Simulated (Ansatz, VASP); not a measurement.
**Cross-check of InSbSe3 between VASP and Ansatz**

One calculation is typed for both programs; each brings its own data sets. How far apart do they land? The cell is taken from a series of runs on this material, whose earlier steps may have relaxed, scaled, displaced or heated it; both programs get it as it stands.

Method: plane waves, with VASP 6.6.1 beside it; single point at PBE, in Ansatz 0.2.0.

## 1. The starting structure

The cell holds 5 atoms: 1 Sb, 1 In and 3 Se. Its edges and angles: a = 4.055 Å, b = 4.055 Å, c = 37.045 Å, α = 90.0°, β = 90.0°, γ = 60.0°. Vacuum lies along c.

As a file:

```
Sb In Se
1.0
     4.05502    0.00000    0.00000
     2.02751    3.51175    0.00000
     0.00000    0.00000   37.04531
Sb In Se
1 1 3
Direct
  0.33333 0.33333 0.25989
  0.66667 0.66667 0.36061
  0.00000 0.00000 0.31098
  0.66667 0.66667 0.21828
  0.33333 0.33333 0.39638
```

## 2. VASP: single point, PBE

With cell and atoms fixed, the geometry can't cause a difference; cores, projectors, grids and the points listed under the comparison can.

Lines of VASP's logs that name or quote its potential files are left out, and so is its time.

File INCAR:

```
SYSTEM = InSbSe3
PREC = Accurate
ENCUT = 400
EDIFF = 1E-06
NELM = 120
ISMEAR = -1
SIGMA = 0.05
LREAL = .FALSE.
ALGO = Normal
GGA = PE
NBANDS = 24
LORBIT = 11
LWAVE = .FALSE.
LCHARG = .FALSE.
ISIF = 2
LDIPOL = .TRUE.
IDIPOL = 3
DIPOL = 0.5 0.5 0.309
LVHAR = .TRUE.
LASPH = .TRUE.
GGA_COMPAT = .FALSE.
EFERMI = MIDGAP
NELMDL = -8
KPAR = 2
```

File POSCAR:

```
InSbSe3
1.0
    4.0550170625     -0.0000000058      0.0000000000
    2.0275085363      3.5117477861      0.0000000000
    0.0000000000      0.0000000000     37.0453050456
Sb In Se
1 1 3
Direct
    0.3333333333      0.3333333333      0.2598948098
    0.6666666666      0.6666666666      0.3606115209
    1.0000000000      1.0000000000      0.3109838436
    0.6666666666      0.6666666666      0.2182845112
    0.3333333333      0.3333333333      0.3963757266
```

File KPOINTS:

```
Automatic mesh
0
Gamma
8 8 1
0 0 0
```

The projector-augmented-wave data sets are Sb, In_d and Se (PBE family, release 64).

Started as:

```
$ mpirun -np 2 vasp_std
```

Numbers of over 12 decimals in the logs are rounded to 6 here.

What it wrote:

```text
[banner, memory and clock lines left out]
running    2 mpi-ranks, on    1 nodes
 distrk:  each k-point on    1 cores,    2 groups
 distr:  one band on    1 cores,    1 groups

 POSCAR found type information on POSCAR SbInSe
 POSCAR found :  3 types and       5 ions
 LDA part: xc-table for (Slater+PW92), standard interpolation
 POSCAR, INCAR and KPOINTS ok, starting setup
 FFT: planning ... GRIDC
 FFT: planning ... GRID_SOFT
 FFT: planning ... GRID
 WAVECAR not read
 entering main loop
       N       E                     dE             d eps       ncg     rms          rms(c)
DAV:   1     0.250535613390E+03    0.25054E+03   -0.11098E+04   552   0.886E+02
DAV:   2     0.130320745279E+02   -0.23750E+03   -0.23239E+03   696   0.226E+02
DAV:   3    -0.185927861417E+02   -0.31625E+02   -0.31166E+02   592   0.909E+01
DAV:   4    -0.197728975484E+02   -0.11801E+01   -0.11746E+01   632   0.243E+01
DAV:   5    -0.198081763657E+02   -0.35279E-01   -0.35264E-01   624   0.354E+00
DAV:   6    -0.198102528907E+02   -0.20765E-02   -0.20765E-02   760   0.857E-01
DAV:   7    -0.198102683080E+02   -0.15417E-04   -0.15417E-04   624   0.747E-02
DAV:   8    -0.198102688329E+02   -0.52497E-06   -0.52521E-06   680   0.142E-02    0.625E+00
DAV:   9    -0.191049930753E+02    0.70528E+00   -0.13783E+00   728   0.155E+01    0.394E+00
DAV:  10    -0.191280973392E+02   -0.23104E-01   -0.92437E-01   656   0.620E+00    0.151E+00
DAV:  11    -0.191225542339E+02    0.55431E-02   -0.31922E-01   648   0.338E+00    0.638E-01
DAV:  12    -0.191167937809E+02    0.57605E-02   -0.14849E-01   656   0.193E+00    0.400E-01
DAV:  13    -0.191132362928E+02    0.35575E-02   -0.41939E-02   640   0.111E+00    0.169E-01
DAV:  14    -0.191135416865E+02   -0.30539E-03   -0.47968E-03   520   0.424E-01    0.115E-01
[...]
DAV:  20    -0.191137619897E+02   -0.18928E-04   -0.42860E-07   472   0.325E-03    0.223E-03
DAV:  21    -0.191138157011E+02   -0.53711E-04   -0.49446E-06   488   0.640E-03    0.373E-03
DAV:  22    -0.191138236393E+02   -0.79382E-05   -0.41787E-07   448   0.375E-03    0.178E-03
DAV:  23    -0.191138299946E+02   -0.63553E-05   -0.14020E-07   432   0.184E-03    0.109E-03
DAV:  24    -0.191138340124E+02   -0.40178E-05   -0.75456E-08   440   0.113E-03    0.538E-04
DAV:  25    -0.191138366459E+02   -0.26335E-05   -0.31596E-08   408   0.891E-04    0.276E-04
DAV:  26    -0.191138389851E+02   -0.23392E-05   -0.44167E-08   408   0.753E-04    0.404E-04
DAV:  27    -0.191138394846E+02   -0.49949E-06   -0.67551E-09   384   0.457E-04
   1 F= -.19113839E+02 E0= -.19113815E+02  d E =-.487327E-04
```

OUTCAR, selected parts (step 2):

```text
ion  position               nearest neighbor table
   1  0.333  0.333  0.260-   4 2.80   4 2.80   4 2.80   3 3.01   3 3.01   3 3.01
   2  0.667  0.667  0.361-   5 2.69   5 2.69   5 2.69   3 2.98   3 2.98   3 2.98
   3  0.000  0.000  0.311-   2 2.98   2 2.98   2 2.98   1 3.01   1 3.01   1 3.01
   4  0.667  0.667  0.218-   1 2.80   1 2.80   1 2.80
   5  0.333  0.333  0.396-   2 2.69   2 2.69   2 2.69

  LATTYP: Found a hexagonal cell.
 ALAT       =     4.0550170626
 C/A-ratio  =     9.1356718045

 Subroutine GETGRP returns: Found  6 space group operations
 (whereof  6 operations were pure point group operations)

The static configuration has the point symmetry C_3v.

 Found     10 irreducible k-points:

   k-points           NKPTS =     10   k-points in BZ     NKDIM =     10   number of bands    NBANDS=     24

   dimension x,y,z NGX =    28 NGY =   28 NGZ =  250
   dimension x,y,z NGXF=    56 NGYF=   56 NGZF=  500

   ENCUT  =  400.0 eV  29.40 Ry    5.42 a.u.   6.61  6.61 60.41*2*pi/ulx,y,z

   NELECT =      36.0000    total number of electrons

 k-points in reciprocal lattice and weights: Automatic mesh
   0.00000000  0.00000000  0.00000000       0.016
   0.12500000  0.00000000  0.00000000       0.094
   0.25000000  0.00000000  0.00000000       0.094
   0.37500000  0.00000000  0.00000000       0.094
   0.50000000  0.00000000  0.00000000       0.047
   0.25000000  0.12500000  0.00000000       0.094
   0.37500000  0.12500000  0.00000000       0.188
   0.50000000  0.12500000  0.00000000       0.188
   0.50000000  0.25000000  0.00000000       0.094
  -0.37500000  0.25000000  0.00000000       0.094

 dipolmoment           0.000000      0.000000      0.033900 electrons x Angstroem

 average (electrostatic) potential at core
       1 -96.3110       2-104.0361       3 -60.9173       4 -61.1529       5 -60.6060

 E-fermi :  -2.6991

 k-point     1 :       0.0000    0.0000    0.0000
  band No.  band energies     occupation
    ...
     14      -4.1629      2.00000
     15      -4.1629      2.00000
     16      -3.6876      2.00000
     17      -3.6876      2.00000
     18      -3.6108      2.00000
     19      -2.3825      0.00355
     20      -1.0866      0.00000
     21      -1.0866      0.00000
     22      -1.0764      0.00000
     23       1.0216      0.00000
    ...

 k-point     2 :       0.1250    0.0000    0.0000
  band No.  band energies     occupation
    ...
     14      -4.5000      2.00000
     15      -4.2693      2.00000
     16      -4.2078      2.00000
     17      -3.7233      2.00000
     18      -3.1737      1.99985
     19      -1.8744      0.00000
     20      -1.2407      0.00000
     21      -0.8380      0.00000
     22      -0.3124      0.00000
     23       1.0703      0.00000
    ...

 k-point     3 :       0.2500    0.0000    0.0000
  band No.  band energies     occupation
    ...
     14      -5.3290      2.00000
     15      -4.6229      2.00000
     16      -4.1682      2.00000
     17      -3.8287      2.00000
     18      -3.6655      2.00000
     19      -1.7215      0.00000
     20      -0.7480      0.00000
     21      -0.4085      0.00000
     22       0.1592      0.00000
     23       1.5062      0.00000
    ...

  Total       -0.0507180     -0.0507180     -0.0355112     -0.0000000     -0.0000000      0.0000000
  in kB       -0.1540363     -0.1540363     -0.1078516     -0.0000000     -0.0000000      0.0000000
  external PRESSURE =      -0.1386414 kB  Pullay stress =       0.0000000 kB

  energy-cutoff  :      400.00
  volume of cell :      527.53
      direct lattice vectors                 reciprocal lattice vectors
     4.055017063 -0.000000006  0.000000000     0.246608087 -0.142379246  0.000000000
     2.027508536  3.511747786  0.000000000     0.000000000  0.284758491  0.000000000
     0.000000000  0.000000000 37.045305046     0.000000000  0.000000000  0.026993974

 POSITION                                       TOTAL-FORCE (eV/Angst)
 -----------------------------------------------------------------------------------
      2.02751      1.17058      9.62788        -0.000000      0.000000      0.020712
      4.05502      2.34117     13.35896        -0.000000     -0.000000      0.011363
      0.00000      0.00000     11.52049        -0.000000      0.000000     -0.019448
      4.05502      2.34117      8.08642         0.000000      0.000000     -0.009224
      2.02751      1.17058     14.68386         0.000000     -0.000000     -0.003404
 -----------------------------------------------------------------------------------
    total drift:                                0.000001      0.000000      0.000182

  FREE ENERGIE OF THE ION-ELECTRON SYSTEM (eV)
  ---------------------------------------------------
  free  energy   TOTEN  =       -19.1138394846 eV

  energy  without entropy=      -19.1137907519  energy(sigma->0) =      -19.11381512

 vacuum level on the upper side and lower side of the slab         2.756         2.325

 total charge
# of ion       s       p       d       tot
------------------------------------------
    1        1.318   0.892   0.058   2.268
    2        0.786   0.569   9.912  11.267
    3        1.474   2.306   0.024   3.804
    4        1.486   2.261   0.023   3.770
    5        1.474   2.320   0.019   3.813
--------------------------------------------------
tot          6.538   8.348  10.036  24.922

[... 3 further parts left out ...]
```

The gap is read on the k-mesh alone, so it is an upper bound where the band edges lie off the mesh.

## 3. Ansatz: single point, PBE

Ansatz runs on its default PAW (the set named soft_2) files.

The same cell, functional, mesh and smearing now go to Ansatz, which takes its cutoff from its data sets.

File input.yaml:

```yaml
crystal:
  lattice:
    - [4.0550170625, -5.8e-09, 0.0]
    - [2.0275085363, 3.5117477861, 0.0]
    - [0.0, 0.0, 37.0453050456]
  atoms:
    - { symbol: Sb, position: [0.3333333333, 0.3333333333, 0.2598948098] }
    - { symbol: In, position: [0.6666666667, 0.6666666667, 0.3606115209] }
    - { symbol: Se, position: [0.0, 0.0, 0.3109838436] }
    - { symbol: Se, position: [0.6666666667, 0.6666666667, 0.2182845112] }
    - { symbol: Se, position: [0.3333333333, 0.3333333333, 0.3963757266] }
  periodic: [true, true, false]
kpoints:
  mp_grid: { grid: [8, 8, 1] }
  band_path:
    path:
      - [0.0, 0.0, 0.0]
      - [0.0, -0.5, 0.0]
      - [0.33333333, -0.33333333, 0.0]
      - [0.0, 0.0, 0.0]
    npoints: 20
scf:
  occupations: { method: fermi_dirac, width: 0.05 }
  n_extra_bands: 9
hamiltonian:
  xc: pbe
  pseudopotentials: { kind: paw }
output:
  forces: true
  stress: true
  populations: true
  write_bands: true
```

Started as:

```
$ ansatz run input.yaml --threads 4 --pin off --max-ram 8192MiB --backend cpu --events-out ev --progress --plain --runs-dir out
```

What it wrote:

```text
scf.n_extra_bands = 9 over 38 filled bands (N_el = 76.0): the run solves 47 bands
Engine: ansatz 0.2.0, x86_64-unknown-linux-gnu
Pseudopotentials: kind: paw
Pseudopotential: Sb, paw, valence charge 15, recommended cutoff 420 eV (normal), Sb.paw.azcp
Pseudopotential: In, paw, valence charge 13, recommended cutoff 420 eV (normal), In.paw.azcp
Pseudopotential: Se, paw, valence charge 16, recommended cutoff 420 eV (normal), Se.paw.azcp
Functional definition: PBE
  parameter kappa = 0.804
  parameter beta = 0.066725
  exchange = pbe_x(kappa = kappa, mu = beta*pi^2/3)
  correlation = pbe_c(beta = beta)
Crystal: 5 atoms, lattice volume = 527.532 Å³
Basis set: ecut = 420 eV, 10299 PW (Γ), exchange–correlation on 60×60×500 points (8 copies of the dense FFT grid, shifted against one another)
Bands: 47, of which v1, the nominal top of the filled ones, is band 38 counted from 1 (37 counted from 0)
Symmetry: 6 space group operations
Space group: P3m1 (ITA 156), of the structure as read, at distance tolerance 8.1e-5 Å
k-points: 10 of 64 (time reversal used)
Non-local potential: Sb, projectors of the file, l = 0: 2, l = 1: 2, l = 2: 2, l = 3: 2
Non-local potential: In, projectors of the file, l = 0: 2, l = 1: 2, l = 2: 2, l = 3: 2
Non-local potential: Se, projectors of the file, l = 0: 2, l = 1: 2, l = 2: 3, l = 3: 1
PAW form: soft (Blöchl's): semilocal exchange-correlation on the pseudo side does not see the compensation charge
PAW one-centre angular grid: Sb, 590 points (default); XC on 64 Gauss nodes
PAW one-centre angular grid: In, 590 points (default); XC on 64 Gauss nodes
PAW one-centre angular grid: Se, 590 points (default); XC on 64 Gauss nodes
Initial density: superposition of atomic densities (neutral atoms: chi_scale 0, normalization atom), corrected by the library's trained network
Initial wavefunctions: pseudopotential atomic-orbital guess
Functional: x = pbe(κ = 0.804, μ = 0.219515), c = pbe(β = 0.066725)
SCF iter   1: F=—  HF=-28491.473353 eV  |F-HF|=—  |Δ(HF+E_count)|=         —  Δρ=9.17e-4  dr2=1.07e-2  ethr=1.77e-3  ⟨swp⟩=15.0  Hψ=2754  notcnv=0  defer=5
preconditioner: auto → Resta (q_TF=auto, 1.975 Å⁻¹)  ε∞=1.6  [insulator: Δε(μ)=0.759 eV  Ē_g=12.058 eV  σ=0.050 eV  W_gap=1.00  n_scr=76 (ndim 8)  ℏωp=9.7 eV  f_vac=0.730  D(μ)=0.00/eV (n_scr^D=0)  ε∞_Penn≈1.6  vacuum switching on, ρ_ref=1.1e-2 e/Å³]
SCF iter   2: F=—  HF=-28491.471738 eV  |F-HF|=—  |Δ(HF+E_count)|=   1.62e-3  Δρ=6.07e-4  dr2=1.96e-2  ethr=1.41e-5  ⟨swp⟩=3.7  Hψ=1132  notcnv=0  defer=33
SCF iter   3: F=—  HF=-28491.471685 eV  |F-HF|=—  |Δ(HF+E_count)|=   5.30e-5  Δρ=4.89e-4  dr2=2.73e-2  ethr=1.41e-5  ⟨swp⟩=2.0  Hψ=543  notcnv=0  defer=33
SCF iter   4: F=—  HF=-28491.470718 eV  |F-HF|=—  |Δ(HF+E_count)|=   9.67e-4  Δρ=3.17e-4  dr2=9.01e-3  ethr=1.41e-5  ⟨swp⟩=1.2  Hψ=455  notcnv=0  defer=33
SCF iter   5: F=—  HF=-28491.470378 eV  |F-HF|=—  |Δ(HF+E_count)|=   3.40e-4  Δρ=1.14e-4  dr2=3.57e-4  ethr=1.19e-5  ⟨swp⟩=1.2  Hψ=445  notcnv=0  defer=33
SCF iter   6: F=—  HF=-28491.470456 eV  |F-HF|=—  |Δ(HF+E_count)|=   7.74e-5  Δρ=3.68e-5  dr2=1.23e-5  ethr=4.70e-7  ⟨swp⟩=2.8  Hψ=592  notcnv=0  defer=33
SCF iter   7: F=—  HF=-28491.470433 eV  |F-HF|=—  |Δ(HF+E_count)|=   2.25e-5  Δρ=1.81e-5  dr2=1.61e-6  ethr=1.62e-8  ⟨swp⟩=3.2  Hψ=821  notcnv=0  defer=33
SCF iter   8: F=—  HF=-28491.470434 eV  |F-HF|=—  |Δ(HF+E_count)|=   1.07e-6  Δρ=8.27e-6  dr2=9.41e-7  ethr=2.12e-9  ⟨swp⟩=2.9  Hψ=925  notcnv=0  defer=33
SCF iter   9: F=—  HF=-28491.470434 eV  |F-HF|=—  |Δ(HF+E_count)|=   1.87e-7  Δρ=3.18e-6  dr2=1.73e-7  ethr=1.24e-9  ⟨swp⟩=2.5  Hψ=684  notcnv=0  defer=33
SCF iter  10: F=-28491.470434 eV  HF=-28491.470434 eV  |F-HF|=3.10e-9  |Δ(HF+E_count)|=   3.52e-8  Δρ=8.67e-7  dr2=1.18e-8  ethr=1.32e-10  ⟨swp⟩=18.4  Hψ=2406  notcnv=0
SCF 1 converged in 10 iterations: F = -28491.470434 eV  dr2 = 1.18e-8
  greatest PAW one-centre occupation: 1.000 electrons in one spin orbital (limit 2), on the Se atom at site 3 (counted from 0), in its partial waves of l = 2
NSCF: frozen V_eff on 61 k-points
SCF converged after 10 iterations
Free energy (F): -28491.470434 eV
Harris-Foulkes:  -28491.470434 eV  (|F-HF|=3.10e-9)
Internal energy: -28491.470389 eV  (E = F + TS)
E sigma→0 (E₀):  -28491.470412 eV
Entropy (-TS):   -0.000045 eV (-0.009 meV/atom)
Fermi energy:    -5.232248 eV
--- Per-component energies (eV) ---
  E_band       = -2410.401186
  E_kinetic    = 802.273590
  E_local      = -245832.988029  (includes V_loc(G=0)·N_el)
  E_nonlocal   = -1057.716024
  E_hartree    = 122153.182466
  E_xc         = -664.616262
  E_vxc        = -487.652611  (∫ρ·V_xc dr)
  E_paw        = -14464.240892  (= ΣΔE_a)
  E_vpaw       = -140.664207  (= ΣTr[D̂ρ^β])
  E_aug_tail   = -0.001764  (compensation charges beyond the density's cutoff)
  E_ewald      = 110572.636526
  E_smearing   = -0.000045  (= −TS)
  E_closure    = -0.000000  (closes the sum)
  Σ components = -28491.470434   (vs F -28491.470434, Δ=0.00e0)
--- Forces (eV/Å), atoms counted from 1 ---
  atom   1  Sb    -0.00000000    -0.00000000     0.00077757
  atom   2  In    -0.00000000     0.00000000     0.01068231
  atom   3  Se    -0.00000000     0.00000000    -0.00164610
  atom   4  Se     0.00000000     0.00000000    -0.00170534
  atom   5  Se     0.00000000     0.00000000    -0.00814217
  max |Σ_I F_I| component: 3.37e-5 eV/Å
--- 2D stress c σ (N/m, compression-positive) ---
       -0.031171       0.000000       0.000000
       -0.000000      -0.031171       0.000000
        0.000000       0.000000       0.000000
  P = ½ c Tr σ = -0.0312 N/m
--- Band table (eV; the first three rows and the last of 10) ---
  k-point 0: bands = [... 34 lower, -6.6989, -6.2322, -6.2322, -6.1427, -4.9110, -3.6198, -3.6169, -3.6169, ... 5 higher]
  k-point 1: bands = [... 34 lower, -6.8061, -6.7481, -6.2662, -5.7096, -4.4051, -3.7708, -3.3688, -2.8512, ... 5 higher]
  k-point 2: bands = [... 34 lower, -7.1605, -6.7086, -6.3699, -6.2035, -4.2513, -3.2823, -2.9408, -2.3721, ... 5 higher]
  k-point 9: bands = [... 34 lower, -7.8161, -7.5680, -6.8808, -5.8667, -4.2747, -2.9040, -2.4028, -1.7228, ... 5 higher]
  the weakly bound empty levels are not read free of the cell's end (no_gap_told)
--- Löwdin populations: 5 sites ---
  site symbol       q [e]
     0     Sb     14.3789
     1     In     12.6362
     2     Se     16.3303
     3     Se     16.2827
     4     Se     16.2013
  spilling = 0.002243 (of n_electrons = 76.000000)
```

Reading the cycles: dr2 is the Hartree energy of the density residual (eV), the measure of convergence; HF is the Harris–Foulkes estimate of the energy, which meets the free energy F at convergence.

## 4. Side by side

Known differences besides the potentials themselves: Ansatz cuts the interaction across the vacuum, VASP repeats the sheet with a dipole correction; the data sets hold 76 valence electrons in Ansatz (on its default PAW (the set named soft_2) files) and 36 in VASP; the cutoff is 420 eV in Ansatz and 400 eV in VASP. Total energies have different zeros and are not compared.

Both answers:

| quantity | Ansatz | VASP | difference |
| --- | --- | --- | --- |
| gap on the k mesh (eV) | 0.748 | 0.738 | +0.010 |

At this near-relaxed geometry the largest component of a force difference is 20 meV/Å. A gap on the mesh is an upper bound, since the band edges may lie between its points. With vacuum in the cell, a pressure given here is an average over mostly empty space and none of the material.

## 5. What came out

| Quantity | Value |
| --- | --- |
| difference in gap on the k mesh (single point, PBE) | 0.0100 eV |
| r.m.s. force difference (single point, PBE) | 7.3 meV/Å |

**Reading.** The r.m.s. force difference is 7.3 meV/Å (single point, PBE), within the 12 meV/Å picked in this series as the mark of a large difference. The data sets hold unlike numbers of valence electrons (76 in Ansatz and 36 in VASP), so part of the differences comes from the potentials. How closely two codes agree says nothing of how well the functional describes the real material.

[Lines on the potential files, build, host, timing and source positions are cut from VASP's logs without a mark.]

[Logs are printed without paths, hosts, clocks, repeated set-up lines and the standing remarks that a program may print on its own settings, such as how far it seeks lower states.]

[Hosts, paths, dates, database ids (printed as entryN), source tags and the programs' standing remarks are cut or masked in the printed files.]
